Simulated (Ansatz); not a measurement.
# AlN (F-43m) in Ansatz: further runs, part 2 of 2

Ansatz 0.2.0. Earlier steps stand in the parts before.

## (3) Single point, HF, 9.79 Å³/atom (volume scaled by 0.94)

The input, input.yaml:

```yaml
crystal:
  lattice:
    - [0.0, 2.1394097525, 2.1394097525]
    - [2.1394097525, 0.0, 2.1394097525]
    - [2.1394097525, 2.1394097525, 0.0]
  atoms:
    - { symbol: Al, position: [0.0, 0.0, 0.0] }
    - { symbol: "N", position: [0.25, 0.25, 0.25] }
hamiltonian:
  xc: hf
  pseudopotentials: { kind: paw }
kpoints:
  mp_grid: { grid: [5, 5, 5] }
scf:
  occupations: { method: fermi_dirac, width: 0.05 }
output:
  forces: true
  stress: true
  eigenvalues: true
```

Potentials or basis: Ansatz PAW.

The run is started by

```bash
> ansatz run input.yaml --threads 2 --pin off --max-ram 5632MiB --backend cpu --events-out ev --progress --plain --runs-dir out
```

Standard output:

```text
Warning: output.stress: scf.convergence.dr2_threshold = 1e-7 eV (the SCF's general default) is looser than the 2e-10 eV advised for a printed stress (1e-10 eV for each atom of the cell: 2). What an SCF threshold leaves in a stress goes as its square root, and in the free energy as the threshold itself, and one threshold admits the most on a small cell: of the crystals measured, under no hybrid functional and no lock of the moments, on runs that ended without the residual-converged pass, on stresses that held no estimate of that error, the worst erred by over 100 MPa in a component at 1e-7 eV an atom and by under 5 at 1e-10. Set scf.convergence.dr2_threshold to 2e-10 eV or tighter. The threshold is an SCF's pass mark: one that does not reach it within its budget of iterations ends unconverged, or closes short of it on a stop that the run arms, and scf.convergence.dr2_threshold's page says what that costs each kind of run
Warning: output.stress: scf.exx.energy_threshold = 1e-6 eV is looser than the 2e-8 eV advised for a stress under a hybrid functional (1e-8 eV for each atom of the cell: 2). Every SCF of the exchange loop can meet its threshold on dr2 while the loop round them stops early: no threshold on dr2 bounds what that leaves in the stress. Set scf.exx.energy_threshold to 2e-8 eV or tighter. The threshold is the loop's pass mark: a loop that does not reach it within its budget of cycles ends unconverged, and scf.exx.energy_threshold's page has the law
Warning: RAYON_NUM_THREADS=2 ignored (pool sized by the plan → 2); use --threads N
Engine: ansatz 0.2.0, x86_64-unknown-linux-gnu
Pseudopotentials: kind: paw
Pseudopotential: Al, paw, valence charge 3, recommended cutoff 420 eV (normal), Al.paw.azcp
Pseudopotential: N, paw, valence charge 5, recommended cutoff 420 eV (normal), N.paw.azcp
Functional definition: HF
[... 81 lines left out ...]
  Σ components = -906.906636   (vs F -906.906636, Δ=-1.14e-13)
--- Forces (eV/Å), atoms counted from 1 ---
  atom   1  Al     0.00000000    -0.00000000     0.00000000
  atom   2  N     -0.00000000     0.00000000    -0.00000000
  max |Σ_I F_I| component: 2.41e-16 eV/Å
--- Stress (GPa, compression-positive) ---
       14.460722       0.000000       0.000000
       -0.000000      14.460722       0.000000
       -0.000000       0.000000      14.460722
  P = ⅓ Tr σ = 14.4607 GPa (144.607 kbar)
--- Band table (eV; the first three rows and the last of 10) ---
  k-point 0: bands = ["-17.5781", "3.4378", "3.4378", "3.4378", "17.7869", "27.2449", "27.2449", "27.2449"]
  k-point 1: bands = ["-16.8315", "0.4475", "3.1984", "3.1984", "19.8195", "26.0346", "27.2383", "27.2383"]
  k-point 2: bands = ["-15.2467", "-3.6105", "2.8449", "2.8449", "21.2363", "24.7693", "25.4212", "25.4212"]
  k-point 9: bands = ["-14.2656", "-2.2485", "-0.4471", "1.0602", "19.1430", "24.8853", "26.3027", "29.0552"]
```

It used 20 s of CPU time on 2 threads of Intel(R) Xeon(R) Processor @ 2.50GHz (Skylake/Cascade Lake) (shared host), which was overloaded at the time.

Results:

```
Free energy            : -906.9066 eV
Pressure               : 14.5 GPa
Band gap on the k mesh : 12.98 eV, indirect (least direct gap 14.35 eV)
```

Caveat: the k mesh is coarse (spacing up to 0.51 Å⁻¹), so the values aren't converged, least of all with exact exchange; odd divisions of the mesh miss points on the zone boundary, where band edges often lie, so the gap on the mesh can be too wide; the PAW data sets come from PBE, with cores solved anew for the run's functional, which leaves a small shift of forces and pressure; the thresholds are loose for stress.

## (4) Single point, HF, 10.00 Å³/atom (volume scaled by 0.96)

Edit input.yaml of step 3 so:

```diff
@@ -2,5 +2,5 @@
   lattice:
-    - [0.0, 2.1394097525, 2.1394097525]
-    - [2.1394097525, 0.0, 2.1394097525]
-    - [2.1394097525, 2.1394097525, 0.0]
+    - [0.0, 2.1544765148, 2.1544765148]
+    - [2.1544765148, 0.0, 2.1544765148]
+    - [2.1544765148, 2.1544765148, 0.0]
   atoms:
@@ -19 +19,5 @@
   eigenvalues: true
+  write_density: true
+  write_potential: true
+  elf: true
+  volumetric_format: npy
```

The run is started by

```bash
> ansatz run input.yaml --threads 2 --pin off --max-ram 5632MiB --backend cpu --events-out ev --progress --plain --runs-dir out
```

It used 20 s of CPU time on 2 threads of Intel(R) Xeon(R) Processor @ 2.50GHz (Skylake/Cascade Lake), with other jobs on the host, which was overloaded at the time.

It converged, with:

- Free energy: -906.9366 eV
- Pressure: 8.8 GPa
- Band gap on the k mesh: 12.91 eV, indirect (least direct gap 14.08 eV)

Caveat: the k mesh is coarse (spacing up to 0.51 Å⁻¹), so the values aren't converged, least of all with exact exchange; odd divisions of the mesh miss points on the zone boundary, where band edges often lie, so the gap on the mesh can be too wide; the PAW data sets come from PBE, with cores solved anew for the run's functional, which leaves a small shift of forces and pressure; the thresholds are loose for stress.

## (5) Single point, HF, 10.21 Å³/atom (volume scaled by 0.98)

The input, input.yaml:

```yaml
crystal:
  lattice:
    - [0.0, 2.169335443, 2.169335443]
    - [2.169335443, 0.0, 2.169335443]
    - [2.169335443, 2.169335443, 0.0]
  atoms:
    - { symbol: Al, position: [0.0, 0.0, 0.0] }
    - { symbol: "N", position: [0.25, 0.25, 0.25] }
hamiltonian:
  xc: hf
  pseudopotentials: { kind: paw }
kpoints:
  mp_grid: { grid: [5, 5, 5] }
scf:
  occupations: { method: fermi_dirac, width: 0.05 }
output:
  forces: true
  stress: true
  eigenvalues: true
```

The run is started by

```bash
> ansatz run input.yaml --threads 2 --pin off --max-ram 5632MiB --backend cpu --events-out ev --progress --plain --runs-dir out
```

Run time: 30 s. Hardware: 2 threads of Intel Xeon at 2.50GHz (Skylake/Cascade Lake), shared host; peak memory 0.46 GiB.

Results (log left out):

- Free energy: -906.9525 eV
- Pressure: 3.6 GPa
- Band gap on the k mesh: 12.84 eV, indirect (least direct gap 13.81 eV)

Caveat: the k mesh is coarse (spacing up to 0.50 Å⁻¹), so the values aren't converged, least of all with exact exchange; odd divisions of the mesh miss points on the zone boundary, where band edges often lie, so the gap on the mesh can be too wide; the PAW data sets come from PBE, with cores solved anew for the run's functional, which leaves a small shift of forces and pressure; the thresholds are loose for stress.

## (6) Single point, HF, 10.42 Å³/atom

Edit input.yaml of step 5 so:

```diff
@@ -2,5 +2,5 @@
   lattice:
-    - [0.0, 2.169335443, 2.169335443]
-    - [2.169335443, 0.0, 2.169335443]
-    - [2.169335443, 2.169335443, 0.0]
+    - [0.0, 2.1839935596, 2.1839935596]
+    - [2.1839935596, 0.0, 2.1839935596]
+    - [2.1839935596, 2.1839935596, 0.0]
   atoms:
@@ -19 +19,5 @@
   eigenvalues: true
+  write_density: true
+  write_potential: true
+  elf: true
+  volumetric_format: npy
```

Potentials or basis: Ansatz PAW.

The run is started by

```bash
> ansatz run input.yaml --threads 2 --pin off --max-ram 5632MiB --backend cpu --events-out ev --progress --plain --runs-dir out
```

It used 21 s of CPU time on 2 threads of Intel(R) Xeon(R) Processor @ 2.50GHz (Skylake/Cascade Lake), on a shared host, which was overloaded at the time.

The run converged. Its results:

```
Free energy            : -906.9556 eV
Pressure               : -1.2 GPa
Band gap on the k mesh : 12.77 eV, indirect (least direct gap 13.56 eV)
```

Caveat: the k mesh is coarse (spacing up to 0.50 Å⁻¹), so the values aren't converged, least of all with exact exchange; odd divisions of the mesh miss points on the zone boundary, where band edges often lie, so the gap on the mesh can be too wide; the PAW data sets come from PBE, with cores solved anew for the run's functional, which leaves a small shift of forces and pressure; the thresholds are loose for stress.

## (7) Single point, HF, 10.63 Å³/atom (volume scaled by 1.02)

Edit input.yaml of step 6 so:

```diff
@@ -2,5 +2,5 @@
   lattice:
-    - [0.0, 2.1839935596, 2.1839935596]
-    - [2.1839935596, 0.0, 2.1839935596]
-    - [2.1839935596, 2.1839935596, 0.0]
+    - [0.0, 2.1984575146, 2.1984575146]
+    - [2.1984575146, 0.0, 2.1984575146]
+    - [2.1984575146, 2.1984575146, 0.0]
   atoms:
```

The run is started by

```bash
> ansatz run input.yaml --threads 2 --pin off --max-ram 5632MiB --backend cpu --events-out ev --progress --plain --runs-dir out
```

It took 33 s on 2 threads of Intel Xeon at 2.50GHz (Skylake/Cascade Lake), shared host; peak memory 0.48 GiB.

The run converged. Its results:

| Property | Result |
| --- | --- |
| Free energy | -906.9468 eV |
| Pressure | -5.5 GPa |
| Band gap on the k mesh | 12.70 eV, indirect (least direct gap 13.31 eV) |

Caveat: the k mesh is coarse (spacing up to 0.50 Å⁻¹), so the values aren't converged, least of all with exact exchange; odd divisions of the mesh miss points on the zone boundary, where band edges often lie, so the gap on the mesh can be too wide; the PAW data sets come from PBE, with cores solved anew for the run's functional, which leaves a small shift of forces and pressure; the thresholds are loose for stress.

## (8) Single point, HF, 10.83 Å³/atom (volume scaled by 1.04)

The input, input.yaml:

```yaml
crystal:
  lattice:
    - [0.0, 2.2127336128, 2.2127336128]
    - [2.2127336128, 0.0, 2.2127336128]
    - [2.2127336128, 2.2127336128, 0.0]
  atoms:
    - { symbol: Al, position: [0.0, 0.0, 0.0] }
    - { symbol: "N", position: [0.25, 0.25, 0.25] }
hamiltonian:
  xc: hf
  pseudopotentials: { kind: paw }
kpoints:
  mp_grid: { grid: [5, 5, 5] }
scf:
  occupations: { method: fermi_dirac, width: 0.05 }
output:
  forces: true
  stress: true
  eigenvalues: true
```

The run is started by

```bash
> ansatz run input.yaml --threads 2 --pin off --max-ram 5632MiB --backend cpu --events-out ev --progress --plain --runs-dir out
```

Run time: 32 s. Hardware: 2 threads of Intel Xeon at 2.50GHz (Skylake/Cascade Lake), shared host; peak memory 0.51 GiB.

Results (log left out):

```
Free energy            : -906.9274 eV
Pressure               : -9.4 GPa
Band gap on the k mesh : 12.63 eV, indirect (least direct gap 13.07 eV)
```

Caveat: the k mesh is coarse (spacing up to 0.49 Å⁻¹), so the values aren't converged, least of all with exact exchange; odd divisions of the mesh miss points on the zone boundary, where band edges often lie, so the gap on the mesh can be too wide; the PAW data sets come from PBE, with cores solved anew for the run's functional, which leaves a small shift of forces and pressure; the thresholds are loose for stress.

## (9) Single point, HF, 11.04 Å³/atom (volume scaled by 1.06)

Edit input.yaml of step 8 so:

```diff
@@ -2,5 +2,5 @@
   lattice:
-    - [0.0, 2.2127336128, 2.2127336128]
-    - [2.2127336128, 0.0, 2.2127336128]
-    - [2.2127336128, 2.2127336128, 0.0]
+    - [0.0, 2.2268278375, 2.2268278375]
+    - [2.2268278375, 0.0, 2.2268278375]
+    - [2.2268278375, 2.2268278375, 0.0]
   atoms:
@@ -19 +19,5 @@
   eigenvalues: true
+  write_density: true
+  write_potential: true
+  elf: true
+  volumetric_format: npy
```

Potentials or basis: Ansatz PAW.

The run is started by

```bash
> ansatz run input.yaml --threads 2 --pin off --max-ram 5632MiB --backend cpu --events-out ev --progress --plain --runs-dir out
```

It took 36 s on 2 threads of Intel Xeon at 2.50GHz (Skylake/Cascade Lake), shared host; peak memory 0.51 GiB.

It converged, with:

```yaml
Free_energy: -906.8984 eV
Pressure: -13.0 GPa
Band_gap_on_the_k_mesh: 12.56 eV, indirect (least direct gap 12.83 eV)
```

Caveat: the k mesh is coarse (spacing up to 0.49 Å⁻¹), so the values aren't converged, least of all with exact exchange; odd divisions of the mesh miss points on the zone boundary, where band edges often lie, so the gap on the mesh can be too wide; the PAW data sets come from PBE, with cores solved anew for the run's functional, which leaves a small shift of forces and pressure; the thresholds are loose for stress.

## (10) Equation of state, HF

Potentials or basis: Ansatz PAW.

No new run: the results of the series are fitted here.

Results:

* Equilibrium volume: 10.36 Å³/atom
* Bulk modulus: 230 GPa
* Pressure derivative of the bulk modulus: 3.7

Energy against volume, from the lowest point:
```
volume (Å³/atom)  energy (meV/atom)
           9.792              24.51
          10.001               9.51
          10.209               1.56
          10.417               0.00
          10.626               4.41
          10.834              14.13
          11.042              28.65
```

Caveat: the k mesh is coarse (spacing up to 0.50 Å⁻¹), so the values aren't converged, least of all with exact exchange; the potentials were made for another functional, which shifts forces and pressure.
